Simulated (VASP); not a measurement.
Write the native input for VASP 6.6.1 that does the following.

```yaml
Task: relaxation of the atoms
Functional: PBEsol
Potentials_or_basis: VASP PAW PBE potentials, release 64 (Be, Se)
Cutoff: 600 eV
k_mesh: 10 × 10 × 10
Occupations: gaussian, width 0.03 eV
Spin: no spin polarisation
Further_INCAR_settings: ALGO = Fast; EDIFF = 1e-07; IBRION = 2; EDIFFG = -0.01; NSW = 40
```

The structure of BeSe lies in POSCAR:

```
BeSe                                    
1.0
    0.0000000000      2.6177883527      2.6177883527
    2.6177883527      0.0000000000      2.6177883527
    2.6177883527      2.6177883527      0.0000000000
  Be              Se            
     1     1
Direct
     0.0000000000000000    0.0000000000000000    0.0000000000000000
     0.2500000000000000    0.2500000000000000    0.2500000000000000
```

The cell isn't the ideal one: a relaxed cell with its volume scaled by 1.06.

The input as run:

INCAR

```
SYSTEM = BeSe
ALGO = Fast ; EDIFF = 1E-7
EDIFFG = -0.01 ; ENCUT = 600
GGA = PS ; IBRION = 2
ISIF = 2 ; ISMEAR = 0
LASPH = .True. ; LCHARG = .False.
LREAL = .False. ; LWAVE = .False.
NELM = 80 ; NSW = 40
PREC = Accurate ; SIGMA = 0.03
```

KPOINTS

```
k-points
0
Gamma
  10 10 10
  0 0 0
```

Potentials or basis: VASP PAW PBE potentials, release 64 (Be, Se).

Command:

```sh
$ cat potpaw_PBE.64/Be/POTCAR potpaw_PBE.64/Se/POTCAR > POTCAR
$ mpirun -np 1 vasp_std > vasp.out
```

Results of the run:

| Property | Result |
| --- | --- |
| Pressure after relaxing | -4.1 GPa |
| Band gap on the k mesh | 2.58 eV, indirect (least direct gap 3.85 eV) |

Caveat: the relaxation stopped at its first step, so nothing moved; the PAW data sets were made with another functional, which shifts forces and pressure a little.

Run time: 9.5 s on 1 thread of Intel(R) Xeon(R) 6975P-C (Granite Rapids), on a shared host, peak memory 0.17 GiB.
